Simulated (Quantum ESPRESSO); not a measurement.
# Br (Cmce) in Quantum ESPRESSO: phonons with LDA

Aim: the phonons of Br with LDA.

All numbers are computed with Quantum ESPRESSO 7.5; they aren't measurements. Logs are shortened: lines on timing, memory, paths and dates and some standing lists are left out, and cuts for length are marked.

## 1. Starting point

It takes space group Cmce (No. 64, orthorhombic). The conventional cell has a = 6.726 Å, b = 4.645 Å, c = 8.702 Å, α = 90.00°, β = 90.00°, γ = 90.00°. Br (site symmetry m) is surrounded by 1 Br at 2.29 Å.

## 2. Phonons, LDA

pw.in reads:

```
&CONTROL
  calculation = 'scf'
  prefix = 'pwscf'
  outdir = './tmp'
  pseudo_dir = './pseudo'
  tprnfor = .true.
  tstress = .true.
  disk_io = 'low'
/
&SYSTEM
  ibrav = 0
  celldm(1) = 8
  nat = 4
  ntyp = 1
  ecutwfc = 44
  nbnd = 21
  occupations = 'smearing'
  smearing = 'mp'
  degauss = 0.01469973
/
&ELECTRONS
  conv_thr = 8d-10
  electron_maxstep = 120
  mixing_beta = 0.5
/
ATOMIC_SPECIES
Br    79.9040 Br.upf
CELL_PARAMETERS alat
  0.7944526735810  -0.5486229263437   0.0000000000000
  0.7944526735810   0.5486229263437   0.0000000000000
  0.0000000000000   0.0000000000000   2.0556204567914
ATOMIC_POSITIONS crystal
Br     0.3651000000    0.6349000000    0.3901000000
Br     0.1349000000    0.8651000000    0.8901000000
Br     0.6349000000    0.3651000000    0.6099000000
Br     0.8651000000    0.1349000000    0.1099000000
K_POINTS automatic
7 7 3 0 0 0
```

relax.in reads:

```
&CONTROL
  calculation = 'vc-relax'
  prefix = 'pwscf'
  outdir = './tmp'
  pseudo_dir = './pseudo'
  tprnfor = .true.
  tstress = .true.
  disk_io = 'low'
  nstep = 40
  forc_conv_thr = 0.0001
  etot_conv_thr = 1d-06
/
&SYSTEM
  ibrav = 0
  celldm(1) = 8
  nat = 4
  ntyp = 1
  ecutwfc = 44
  nbnd = 21
  occupations = 'smearing'
  smearing = 'mp'
  degauss = 0.01469973
/
&ELECTRONS
  conv_thr = 8d-10
  electron_maxstep = 120
  mixing_beta = 0.5
/
&IONS
  ion_dynamics = 'bfgs'
/
&CELL
  cell_dynamics = 'bfgs'
  press = 0
  press_conv_thr = 0.2
/
ATOMIC_SPECIES
Br    79.9040 Br.upf
CELL_PARAMETERS alat
  0.7944526735810  -0.5486229263437   0.0000000000000
  0.7944526735810   0.5486229263437   0.0000000000000
  0.0000000000000   0.0000000000000   2.0556204567914
ATOMIC_POSITIONS crystal
Br     0.3651000000    0.6349000000    0.3901000000
Br     0.1349000000    0.8651000000    0.8901000000
Br     0.6349000000    0.3651000000    0.6099000000
Br     0.8651000000    0.1349000000    0.1099000000
K_POINTS automatic
7 7 3 0 0 0
```

scf2.in reads:

```
&CONTROL
  calculation = 'scf'
  prefix = 'pwscf'
  outdir = './tmp'
  pseudo_dir = './pseudo'
  tprnfor = .true.
  tstress = .true.
  disk_io = 'low'
/
&SYSTEM
  ibrav = 0
  celldm(1) = 8
  nat = 4
  ntyp = 1
  ecutwfc = 44
  nbnd = 21
  occupations = 'fixed'
/
&ELECTRONS
  conv_thr = 1d-13
  electron_maxstep = 120
  mixing_beta = 0.5
  startingpot = 'file'
  startingwfc = 'file'
/
ATOMIC_SPECIES
Br    79.9040 Br.upf
CELL_PARAMETERS alat
  0.7844996892754  -0.4640203691756   0.0000000000000
  0.7844996892754   0.4640203691756   0.0000000000000
  0.0000000000000   0.0000000000000   1.9832719867776
ATOMIC_POSITIONS crystal
Br     0.3368648334    0.6631351666    0.3790865298
Br     0.1631351666    0.8368648334    0.8790865298
Br     0.6631351666    0.3368648334    0.6209134702
Br     0.8368648334    0.1631351666    0.1209134702
K_POINTS automatic
7 7 3 0 0 0
```

ph.in reads:

```
phonons of Br
&INPUTPH
  prefix = 'pwscf'
  outdir = './tmp'
  tr2_ph = 1d-18
  fildyn = 'dyn'
  niter_ph = 90
  alpha_mix(1) = 0.7
  epsil = .true.
/
0.0000000000 0.0000000000 0.0000000000
```

dynmat.in reads:

```
&INPUT
  fildyn = 'dyn'
  asr = 'crystal'
  lperm = .true.
  filout = 'dynmat.disp'
  fileig = 'dynmat.eig'
/
```

dynmat_lo.in reads:

```
&INPUT
  fildyn = 'dyn'
  asr = 'crystal'
  filout = 'dynmat_lo.disp'
  fileig = 'dynmat_lo.eig'
  q(1) = 0
  q(2) = 0
  q(3) = 1
/
```

Potentials or basis: PseudoDojo 0.4.1 SR LDA standard.

Run with:

```bash
OMP_NUM_THREADS=1 mpirun -n 4 pw.x -nk 2 -in pw.in > pw.out
OMP_NUM_THREADS=1 mpirun -n 4 pw.x -nk 2 -in relax.in > relax.out
OMP_NUM_THREADS=1 mpirun -n 4 pw.x -nk 2 -in scf2.in > scf2.out
OMP_NUM_THREADS=1 mpirun -n 4 ph.x -nk 2 -in ph.in > ph.out
OMP_NUM_THREADS=1 mpirun -n 1 dynmat.x -in dynmat.in > dynmat.out
OMP_NUM_THREADS=1 mpirun -n 1 dynmat.x -in dynmat_lo.in > dynmat_lo.out
```

pw.out:

```text
This program is part of the open-source Quantum ESPRESSO suite
     for quantum simulation of materials; please cite
[... 6 lines left out ...]
     using ibrav=0 with symmetry is DISCOURAGED, use correct ibrav instead

     K-points division:     npool     =       2
     Subspace diagonalization in iterative solution of the eigenvalue problem:
     a serial algorithm will be used

     --------------------
     sticks:   dense  smooth     PW     G-vecs:    dense   smooth      PW
     Min         392     392    114                18112    18112    2941
     Max         393     393    115                18113    18113    2942
     Sum         785     785    229                36225    36225    5883

     Using Slab Decomposition

     bravais-lattice index     =            0
     lattice parameter (alat)  =       8.0000  a.u.
     unit-cell volume          =     917.4552 (a.u.)^3
     number of atoms/cell      =            4
     number of atomic types    =            1
     number of electrons       =        28.00
     number of Kohn-Sham states=           21
     kinetic-energy cutoff     =      44.0000  Ry
     charge density cutoff     =     176.0000  Ry
     scf convergence threshold =      8.0E-10
     mixing beta               =       0.5000
     number of iterations used =            8  plain     mixing
     Exchange-correlation= SLA  PW   NOGX NOGC
                           (   1   4   0   0   0   0   0)

     celldm(1)=   8.000000  celldm(2)=   0.000000  celldm(3)=   0.000000
     celldm(4)=   0.000000  celldm(5)=   0.000000  celldm(6)=   0.000000

     crystal axes: (cart. coord. in units of alat)
               a(1) = (   0.794453  -0.548623   0.000000 )
               a(2) = (   0.794453   0.548623   0.000000 )
               a(3) = (   0.000000   0.000000   2.055620 )

     reciprocal axes: (cart. coord. in units 2 pi/alat)
               b(1) = (  0.629364 -0.911373  0.000000 )
               b(2) = (  0.629364  0.911373 -0.000000 )
               b(3) = ( -0.000000  0.000000  0.486471 )

     PseudoPot. # 1 for Br read from file:
     Br.upf
     Pseudo is Norm-conserving + core correction, Zval =  7.0
     Generated using ONCVPSP code by D. R. Hamann
     Using radial grid of 1084 points,  6 beta functions with:
                l(1) =   0
                l(2) =   0
                l(3) =   1
                l(4) =   1
                l(5) =   2
                l(6) =   2

     atomic species   valence    mass     pseudopotential
     Br                7.00    79.90400     Br( 1.00)

      8 Sym. Ops., with inversion, found ( 4 have fractional translation)

   Cartesian axes

     site n.     atom                  positions (alat units)
         1        Br     tau(   1) = (   0.7944527   0.1480185   0.8018975  )
         2        Br     tau(   2) = (   0.7944527   0.4006045   1.8297078  )
         3        Br     tau(   3) = (   0.7944527  -0.1480185   1.2537229  )
         4        Br     tau(   4) = (   0.7944527  -0.4006045   0.2259127  )

     number of k points=    32  Methfessel-Paxton smearing, width (Ry)=  0.0147
                       cart. coord. in units 2pi/alat
        k(    1) = (   0.0000000   0.0000000   0.0000000), wk =   0.0136054
        k(    2) = (   0.0000000   0.0000000   0.1621570), wk =   0.0272109
        k(    3) = (   0.0899092   0.1301961   0.0000000), wk =   0.0544218
        k(    4) = (   0.0899092   0.1301961   0.1621570), wk =   0.1088435
        k(    5) = (   0.1798183   0.2603922   0.0000000), wk =   0.0544218
        k(    6) = (   0.1798183   0.2603922   0.1621570), wk =   0.1088435
[... 24 lines left out ...]
        k(   31) = (  -0.0000000  -0.7811767   0.0000000), wk =   0.0272109
        k(   32) = (  -0.0000000  -0.7811767   0.1621570), wk =   0.0544218

     Dense  grid:    36225 G-vectors     FFT dimensions: (  36,  36,  72)

     Initial potential from superposition of free atoms

     starting charge      27.9999, renormalised to      28.0000
     Starting wfcs are   16 randomized atomic wfcs +    5 random wfcs

     Self-consistent Calculation

     iteration #  1     ecut=    44.00 Ry     beta= 0.50
     Davidson diagonalization with overlap
     ethr =  1.00E-02,  avg # of iterations =  6.7

     Threshold (ethr) on eigenvalues was too large:
     Diagonalizing with lowered threshold

     Davidson diagonalization with overlap
     ethr =  3.05E-04,  avg # of iterations =  4.9

     total energy              =    -126.22510284 Ry
     estimated scf accuracy    <       0.08140565 Ry

     iteration #  2     ecut=    44.00 Ry     beta= 0.50
     Davidson diagonalization with overlap
     ethr =  2.91E-04,  avg # of iterations =  1.2

     total energy              =    -126.22455101 Ry
     estimated scf accuracy    <       0.01062089 Ry

     iteration #  3     ecut=    44.00 Ry     beta= 0.50
     Davidson diagonalization with overlap
     ethr =  3.79E-05,  avg # of iterations =  5.2

     total energy              =    -126.22561989 Ry
     estimated scf accuracy    <       0.00015364 Ry

     iteration #  4     ecut=    44.00 Ry     beta= 0.50
     Davidson diagonalization with overlap
     ethr =  5.49E-07,  avg # of iterations =  7.8

     total energy              =    -126.22564240 Ry
     estimated scf accuracy    <       0.00001907 Ry

     iteration #  5     ecut=    44.00 Ry     beta= 0.50
     Davidson diagonalization with overlap
     ethr =  6.81E-08,  avg # of iterations =  2.0

     total energy              =    -126.22564394 Ry
     estimated scf accuracy    <       0.00000066 Ry

     iteration #  6     ecut=    44.00 Ry     beta= 0.50
     Davidson diagonalization with overlap
     ethr =  2.35E-09,  avg # of iterations =  2.0

     total energy              =    -126.22564405 Ry
     estimated scf accuracy    <       0.00000002 Ry

     iteration #  7     ecut=    44.00 Ry     beta= 0.50
     Davidson diagonalization with overlap
     ethr =  6.51E-11,  avg # of iterations =  2.5

     total energy              =    -126.22564405 Ry
     estimated scf accuracy    <          2.5E-09 Ry

     iteration #  8     ecut=    44.00 Ry     beta= 0.50
     Davidson diagonalization with overlap
     ethr =  8.80E-12,  avg # of iterations =  2.0

     End of self-consistent calculation

          k = 0.0000 0.0000 0.0000 (  4519 PWs)   bands (ev):

   -14.7107 -14.3947 -11.8812 -11.2104  -3.6963  -2.6810  -0.8877  -0.8604
    -0.3633  -0.3250   0.3309   0.9316   1.2340   1.2835   3.0286   3.8086
     6.8493   7.6233   8.4127   9.9919  10.0728

          k = 0.0000 0.0000 0.1622 (  4547 PWs)   bands (ev):

   -14.6415 -14.4851 -11.7073 -11.3739  -3.4894  -3.0052  -0.7187  -0.6556
    -0.3537  -0.3346   0.3243   0.6735   1.2461   1.2709   3.0939   3.4681
     7.3086   7.7403   8.8796   9.6574  10.0363

          k = 0.0899 0.1302 0.0000 (  4520 PWs)   bands (ev):

   -14.6687 -14.3810 -11.8488 -11.2473  -3.6978  -2.7729  -1.1306  -1.0610
    -0.5037  -0.4755   0.5542   1.0190   1.1616   1.2129   3.0266   3.7576
     7.3296   7.9198   8.8107   9.7842  10.0015

          k = 0.0899 0.1302 0.1622 (  4523 PWs)   bands (ev):

   -14.6050 -14.4623 -11.6932 -11.3939  -3.5064  -3.0591  -1.0770  -0.8616
    -0.4767  -0.4690   0.4737   0.8126   1.1820   1.2083   3.1897   3.5617
     7.5542   7.9744   9.2008   9.6215  10.1793

          k = 0.1798 0.2604 0.0000 (  4515 PWs)   bands (ev):

   -14.5626 -14.3584 -11.7605 -11.3492  -3.6966  -3.0495  -1.5270  -1.3761
    -0.6713  -0.6276   0.6744   0.7990   1.0266   1.1524   3.2826   3.7319
     8.1574   8.3766   9.3442   9.4149  10.2067

          k = 0.1798 0.2604 0.1622 (  4516 PWs)   bands (ev):

   -14.5157 -14.4140 -11.6553 -11.4502  -3.5276  -3.1799  -1.6803  -1.3879
    -0.6498  -0.6083   0.6180   0.9242   1.0921   1.1633   3.3559   3.6265
     8.1987   8.3924   9.3324   9.5901  10.2660

          k = 0.2697 0.3906 0.0000 (  4523 PWs)   bands (ev):

   -14.4442 -14.3698 -11.6346 -11.4895  -3.6287  -3.3996  -1.6761  -1.5999
    -0.7151  -0.6930   0.4955   0.4985   1.0337   1.0914   3.6269   3.7587
     8.1661   8.1819   9.9163  10.3971  10.6575

          k = 0.2697 0.3906 0.1622 (  4523 PWs)   bands (ev):

   -14.4260 -14.3888 -11.5989 -11.5264  -3.4777  -3.3315  -1.9946  -1.8476
    -0.7464  -0.7227   0.6814   0.7712   1.1521   1.2604   3.4429   3.5780
     8.3603   8.3856   9.6479   9.8583  10.6859

          k = 0.1798-0.0000 0.0000 (  4513 PWs)   bands (ev):

   -14.6688 -14.3656 -11.8479 -11.2120  -3.6644  -2.7297  -0.9726  -0.9597
    -0.8350  -0.7127   0.4265   0.9391   1.0621   1.2435   3.0788   3.7451
     7.5711   8.0385   8.5870   9.8260  10.5661

          k = 0.1798-0.0000 0.1622 (  4509 PWs)   bands (ev):

   -14.6021 -14.4519 -11.6830 -11.3667  -3.4767  -3.0314  -0.8614  -0.8250
    -0.7473  -0.6479   0.3310   0.6463   1.1491   1.2361   3.1501   3.4768
     7.9282   8.2096   9.0806   9.6637  10.4238

          k = 0.2697 0.1302 0.0000 (  4513 PWs)   bands (ev):

   -14.5976 -14.3346 -11.7917 -11.2540  -3.6453  -2.8636  -1.4184  -1.3768
    -0.9678  -0.7390   0.5142   0.7857   1.0132   1.1965   3.1204   3.6574
     8.4020   8.5933   8.9588   9.4452   9.9603

          k = 0.2697 0.1302 0.1622 (  4511 PWs)   bands (ev):

   -14.5388 -14.4082 -11.6527 -11.3849  -3.4843  -3.1021  -1.4189  -1.3049
    -0.7745  -0.7506   0.3647   0.7305   1.0035   1.1754   3.2399   3.5159
     8.5333   8.7643   9.3481   9.4519  10.1938
[... 75 lines left out ...]
   -14.4359 -14.2963 -11.6486 -11.3835  -3.5350  -3.2374  -1.9935  -1.5982
    -1.2296  -1.2288   0.2136   0.4328   0.9497   1.2806   3.3195   3.5643
     9.0919   9.3014   9.8870  10.0404  10.6351

          k =-0.0899-0.6510 0.1622 (  4534 PWs)   bands (ev):

   -14.4029 -14.3332 -11.5813 -11.4489  -3.4313  -3.2492  -1.9138  -1.7802
    -1.4230  -1.2914   0.4654   0.6791   0.9603   1.1094   3.3291   3.4962
     9.3791   9.4706   9.5863  10.0959  10.4467

          k =-0.0000-0.5208 0.0000 (  4529 PWs)   bands (ev):

   -14.3896 -14.3711 -11.5640 -11.5355  -3.5093  -3.4568  -1.6749  -1.3935
    -1.3049  -1.1338   0.4169   0.4541   0.8161   1.2859   3.6475   3.6725
     9.2976   9.4455  10.2918  10.4886  10.5414

          k =-0.0000-0.5208 0.1622 (  4522 PWs)   bands (ev):

   -14.3848 -14.3756 -11.5578 -11.5436  -3.4020  -3.3589  -1.7220  -1.6341
    -1.5700  -1.3100   0.6711   0.9263   1.0949   1.1381   3.4549   3.5201
     9.5646   9.6230  10.0076  10.3064  10.5213

          k = 0.5395-0.0000 0.0000 (  4540 PWs)   bands (ev):

   -14.4917 -14.2447 -11.7092 -11.2190  -3.4962  -2.9196  -2.2921  -1.5976
    -1.2992  -1.0899   0.0100   0.1473   0.8975   1.2913   3.0945   3.4980
     8.4109   8.6523   8.7625   9.4921  10.9131

          k = 0.5395-0.0000 0.1622 (  4523 PWs)   bands (ev):

   -14.4361 -14.3134 -11.5821 -11.3378  -3.3910  -3.1145  -2.1663  -1.8412
    -1.1236  -0.9552   0.1376   0.4384   0.5895   1.0243   3.1002   3.3045
     8.7930   9.0344   9.4797   9.8183  10.4157

          k =-0.0000-0.7812 0.0000 (  4536 PWs)   bands (ev):

   -14.4646 -14.2495 -11.6856 -11.2658  -3.4968  -3.0123  -2.2946  -1.5778
    -1.4270  -1.1468  -0.0141   0.2708   0.9640   1.2966   3.1034   3.4741
     8.4437   9.0863   9.1222   9.4510  10.9191

          k =-0.0000-0.7812 0.1622 (  4530 PWs)   bands (ev):

   -14.4154 -14.3084 -11.5772 -11.3679  -3.4002  -3.1560  -2.1643  -1.8274
    -1.3481  -1.0744   0.3257   0.3709   0.7430   1.0034   3.1686   3.3732
     8.9190   8.9921   9.7587   9.8339  10.4444

     the Fermi energy is     2.1837 ev

!    total energy              =    -126.22564405 Ry
     estimated scf accuracy    <          7.5E-10 Ry
     smearing contrib. (-TS)   =       0.00000000 Ry
     internal energy E=F+TS    =    -126.22564405 Ry

     The total energy is F=E-TS. E is the sum of the following terms:
     one-electron contribution =     -14.84615525 Ry
     hartree contribution      =      17.48835279 Ry
     xc contribution           =     -41.06978744 Ry
     ewald contribution        =     -87.79805415 Ry

     convergence has been achieved in   8 iterations

     Forces acting on atoms (cartesian axes, Ry/au):

     atom    1 type  1   force =    -0.00000000    0.01123203   -0.02463672
     atom    2 type  1   force =     0.00000000   -0.01123203   -0.02463672
     atom    3 type  1   force =    -0.00000000   -0.01123203    0.02463672
     atom    4 type  1   force =    -0.00000000    0.01123203    0.02463672

     Total force =     0.054153     Total SCF correction =     0.000057

     Computing stress (Cartesian axis) and pressure

          total   stress  (Ry/bohr**3)                   (kbar)     P=      -13.07
  -0.00007623  -0.00000000   0.00000000          -11.21       -0.00        0.00
  -0.00000000  -0.00013604   0.00000000           -0.00      -20.01        0.00
   0.00000000   0.00000000  -0.00005422            0.00        0.00       -7.98

=------------------------------------------------------------------------------=
   JOB DONE.
=------------------------------------------------------------------------------=
```

Wall time 5.9 min (4 MPI ranks of Intel Xeon 6975P-C (Granite Rapids), shared host); peak memory 0.28 GiB.

Results:

| Item | Value |
| --- | --- |
| Free energy | -1717.8355 eV |
| Relaxed volume | 27.39 Å³/atom |
| Relaxed cell | a = 3.859 Å, b = 3.859 Å, c = 8.396 Å, α = 90.00°, β = 90.00°, γ = 61.21° |
| Space group after relaxing (to 0.05 Å) | Cmce (No. 64) |
| Pressure after relaxing | 0.0 GPa |
| Band gap on the k mesh | 1.06 eV, indirect (least direct gap 1.27 eV) |
| Electronic dielectric tensor (diagonal) | 3.11, 11.32, 21.63 |
| Born charges (mean of the diagonal) | Br +0.01 e |
| Highest phonon frequency at Γ | 246 cm⁻¹ |
| Most unstable mode | 47i cm⁻¹ |

The path:
```csv
step,energy change (eV),largest force (eV/Å),pressure (GPa),volume (Å³)
1,0.0000,0.6962,-1.31,135.95
2,-0.0419,0.4294,-1.86,135.05
3,-0.0916,0.2425,-2.25,133.14
4,-0.1531,0.1069,-2.50,130.28
5,-0.2323,0.0666,-2.54,126.06
6,-0.3206,0.2072,-2.07,119.96
7,-0.3484,0.5184,-0.14,111.37
8,-0.3674,0.3192,-0.91,114.25
9,-0.3786,0.2482,-0.76,113.96
10,-0.3882,0.2026,-0.57,113.41
11,-0.3989,0.1664,-0.30,112.58
12,-0.4110,0.1568,0.06,111.40
13,-0.4226,0.2014,0.53,109.73
14,-0.4294,0.2500,0.92,108.15
15,-0.4340,0.2219,0.87,107.73
16,-0.4411,0.1287,0.57,107.58
17,-0.4451,0.0318,0.13,107.79
18,-0.4455,0.0374,0.04,107.91
19,-0.4460,0.0489,-0.01,108.05
20,-0.4467,0.0592,-0.06,108.26
21,-0.4477,0.0656,-0.10,108.56
22,-0.4489,0.0640,-0.13,108.99
23,-0.4500,0.0440,-0.11,109.64
24,-0.4502,0.0222,-0.07,109.84
25,-0.4503,0.0075,-0.03,109.83
26,-0.4503,0.0049,-0.01,109.77
27,-0.4503,0.0059,0.01,109.70
28,-0.4503,0.0070,0.02,109.63
29,-0.4504,0.0073,0.02,109.52
30,-0.4504,0.0046,0.02,109.50
31,-0.4504,0.0012,0.01,109.55
```

Final structure:
```cif
data_structure
_symmetry_space_group_name_H-M 'P 1'
_symmetry_Int_Tables_number 1
_cell_length_a 3.8586
_cell_length_b 3.8586
_cell_length_c 8.3960
_cell_angle_alpha 90.000
_cell_angle_beta 90.000
_cell_angle_gamma 61.207
_cell_volume 109.55
loop_
_atom_site_label
_atom_site_type_symbol
_atom_site_fract_x
_atom_site_fract_y
_atom_site_fract_z
_atom_site_occupancy
Br1 Br 0.33686 0.66314 0.37909 1
Br2 Br 0.16314 0.83686 0.87909 1
Br3 Br 0.66314 0.33686 0.62091 1
Br4 Br 0.83686 0.16314 0.12091 1
```

Phonon frequencies in cm⁻¹ (negative: imaginary):
```tsv
q point	frequencies
(0.000, 0.000, 0.000)	-47 -1 0 0 47 59 97 110 121 140 227 246
```

Electronic dielectric tensor:
```
 3.11  0.00  0.00
 0.00 11.32  0.00
 0.00  0.00 21.63
```

Born effective charge tensors (e):
atom 1, Br
```
 0.00  0.00  0.00
 0.00  0.01 -1.63
 0.00 -3.05  0.03
```
atom 2, Br
```
0.00 0.00 0.00
0.00 0.01 1.63
0.00 3.05 0.03
```
atom 3, Br
```
 0.00  0.00  0.00
 0.00  0.01 -1.63
 0.00 -3.05  0.03
```
atom 4, Br
```
0.00 0.00 0.00
0.00 0.01 1.63
0.00 3.05 0.03
```

Optical modes at Γ, degenerate ones joined, polar ones without the macroscopic field:
| cm⁻¹ | components | symmetry | active in | IR intensity, summed ((D/Å)²/amu) |
| --- | --- | --- | --- | --- |
| 47i | 1 | B1u | IR | 10.74 |
| 47 | 1 | Au | silent | 0.00 |
| 59 | 1 | B1g | Raman | 0.00 |
| 97 | 1 | B3g | Raman | 0.00 |
| 110 | 1 | B3u | IR | 3.08 |
| 121 | 1 | Ag | Raman | 0.00 |
| 140 | 1 | B2g | Raman | 0.00 |
| 227 | 1 | Ag | Raman | 0.00 |
| 246 | 1 | B2g | Raman | 0.00 |

Zone-centre frequencies without and with the macroscopic field along z (cm⁻¹):
|  | optical modes in rising order |
| --- | --- |
| without | 47i 47 59 97 110 121 140 227 246 |
| with the field | 47 59 86 97 110 121 140 227 246 |

Caveat: the mesh is thin for the dielectric tensor, Born charges and intensities, which usually come out too large; some modes are imaginary; the volume moved by over 15 % at a fixed basis, so the end points are rough; this smearing can shift energies of a crystal with a gap; on a mesh that holds Γ this program's dielectric tensor can be off by some percent beyond the error of the mesh; an odd mesh through Γ misses points on the zone boundary, where band edges often lie.
